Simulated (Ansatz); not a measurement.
Write the native input for Ansatz 0.2.0 that does the following.

```yaml
Task: relaxation of cell and atoms
Functional: PBE
Dispersion: D3(BJ)
Potentials_or_basis: Ansatz PAW
Cutoff: "420 eV (not typed: the program's choice for these potentials)"
k_mesh: 12 × 12 × 4
Occupations: fermi-dirac, width 0.05 eV
Spin: collinear spin, ferromagnetic start
Starting_moments: "[2.0, 2.0, 2.0, 2.0] μB"
```

Crystal: Co.

```
Co
1.0
     2.47056    0.00000    0.00000
    -1.23528    2.13957    0.00000
     0.00000    0.00000    8.08823
Co
4
Direct
  0.66667 0.33333 0.75000
  0.00000 0.00000 0.50000
  0.33333 0.66667 0.25000
  0.00000 0.00000 0.00000
```

The input as run:

input.yaml

```yaml
crystal:
  lattice:
    - [2.4705617809, 0.0, 0.0]
    - [-1.2352808905, 2.1395692639, 0.0]
    - [0.0, 0.0, 8.0882338]
  atoms:
    - { symbol: Co, position: [0.6666666667, 0.3333333333, 0.75], spin: 2.0 }
    - { symbol: Co, position: [0.0, 0.0, 0.5], spin: 2.0 }
    - { symbol: Co, position: [0.3333333333, 0.6666666667, 0.25], spin: 2.0 }
    - { symbol: Co, position: [0.0, 0.0, 0.0], spin: 2.0 }
hamiltonian:
  xc: pbe
  pseudopotentials: { kind: paw }
  dispersion: d3bj
magnetization:
  spin_polarized: true
kpoints:
  mp_grid: { grid: [12, 12, 4] }
scf:
  occupations: { method: fermi_dirac, width: 0.05 }
output:
  forces: true
  stress: true
  eigenvalues: true
  write_density: true
  write_potential: true
  elf: true
  volumetric_format: npy
relax:
  f_tol: 0.01
  max_steps: 40
  cell: { stress_tol: 0.05 }
```

Potentials or basis: Ansatz PAW.

Launch:

```bash
$ ansatz run input.yaml --threads 2 --pin off --max-ram 5632MiB --backend cpu --events-out ev --progress --plain --runs-dir out
```

It gave:

```yaml
Relaxed_volume: 10.60 Å³/atom
Relaxed_cell: a = 2.474 Å, b = 2.474 Å, c = 8.000 Å, α = 90.00°, β = 90.00°, γ = 120.00°
Space_group_after_relaxing_to_0.05_Å: P6_3/mmc (No. 194)
Energy_gained_by_relaxing: 1.6 meV/atom
Ionic_steps: 5
Pressure_after_relaxing: 0.0 GPa
Band_gap_on_the_k_mesh: none (metal or under the smearing width)
Net_moment: 6.58 μB per cell
Absolute_moment: 7.17 μB per cell
Site_moments: Co +1.72, +1.70 μB
```

Caveat: the plane-wave basis is chosen anew once the cell has moved, so the energies of steps on either side of that aren't comparable; pairwise dispersion overbinds metals, which lowers pressure and volume.

It took 48 s on 2 threads of Arm Neoverse V1, on a shared host, peak memory 0.44 GiB.
